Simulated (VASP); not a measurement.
Input of a VASP 6.6.1 run:

The input INCAR:

```
PREC = Accurate
ENCUT = 520
EDIFF = 1E-8
ISMEAR = 0
SIGMA = 0.02
LREAL = F
LASPH = T
NELM = 80
ALGO = Normal
ISIF = 2
LWAVE = F
LCHARG = F
GGA = PE
LEPSILON = T
```

The input KPOINTS:

```
Automatic mesh
0
Gamma
  3 3 4
```

File POSCAR:

```
HfO2
1.0
    5.0803194000      0.0000000000      0.0000000000
    0.0000000000      5.1648674500      0.0000000000
    0.0000000000      0.0000000000      4.8908836500
Hf O
4 8
Direct
    0.2225908200      0.7817995800      0.2720679400
    0.7225908200      0.7182004200      0.7279320600
    0.7774091800      0.2182004200      0.2720679400
    0.2774091800      0.2817995800      0.7279320600
    0.1868153200      0.1636487800      0.1045346200
    0.6868153200      0.3363512200      0.8954653800
    0.8131846800      0.8363512200      0.1045346200
    0.3131846800      0.6636487800      0.8954653800
    0.0000000000      0.5000000000      0.4890544500
    0.5000000000      0.0000000000      0.5109455500
    0.0000000000      0.0000000000      0.5756249900
    0.5000000000      0.5000000000      0.4243750100
```

Potentials or basis: VASP PAW PBE potentials, release 64 (Hf_pv, O).

Run with:

```sh
$ cat potpaw_PBE.64/Hf_pv/POTCAR potpaw_PBE.64/O/POTCAR > POTCAR
$ mpirun -np 1 vasp_std > vasp.out
```

**Question.** Estimate the electronic dielectric tensor (diagonal).

**Answer.** 4.97, 5.14, 5.33.

**Question.** What does it give for the Born charges (mean of the diagonal)?

**Answer.** Hf +5.14; O -2.59, -2.47, -2.63 e.

**Question.** What does it give for the band gap on the k mesh?

**Answer.** 3.82 eV, direct.

Born effective charge tensors (e):
atom 1, Hf
```
 4.74 -0.52 -0.10
-0.52  5.17  0.14
 0.33 -0.44  5.51
```
atom 2, Hf
```
 4.74  0.52  0.10
 0.52  5.17  0.14
-0.33 -0.44  5.51
```
atom 3, Hf
```
 4.74 -0.52  0.10
-0.52  5.17 -0.14
-0.33  0.44  5.51
```
atom 4, Hf
```
 4.74  0.52 -0.10
 0.52  5.17 -0.14
 0.33  0.44  5.51
```
atom 5, O
```
-2.24  0.07  0.67
 0.04 -2.46  0.94
 0.48  0.70 -3.07
```
atom 6, O
```
-2.24 -0.07 -0.67
-0.04 -2.46  0.94
-0.48  0.70 -3.07
```
atom 7, O
```
-2.24  0.07 -0.67
 0.04 -2.46 -0.94
-0.48 -0.70 -3.07
```
atom 8, O
```
-2.24 -0.07  0.67
-0.04 -2.46 -0.94
 0.48 -0.70 -3.07
```
atom 9, O
```
-2.43 -0.09  0.00
-0.08 -2.65  0.00
 0.00  0.00 -2.31
```
atom 10, O
```
-2.43  0.09  0.00
 0.08 -2.65  0.00
 0.00  0.00 -2.31
```
atom 11, O
```
-2.57 -0.45  0.00
-0.45 -2.77  0.00
 0.00  0.00 -2.56
```
atom 12, O
```
-2.57  0.45  0.00
 0.45 -2.77  0.00
 0.00  0.00 -2.56
```

Caveat: spin-orbit coupling is left out, which moves the levels of the heavy elements; an odd mesh through Γ misses points on the zone boundary, where band edges often lie.
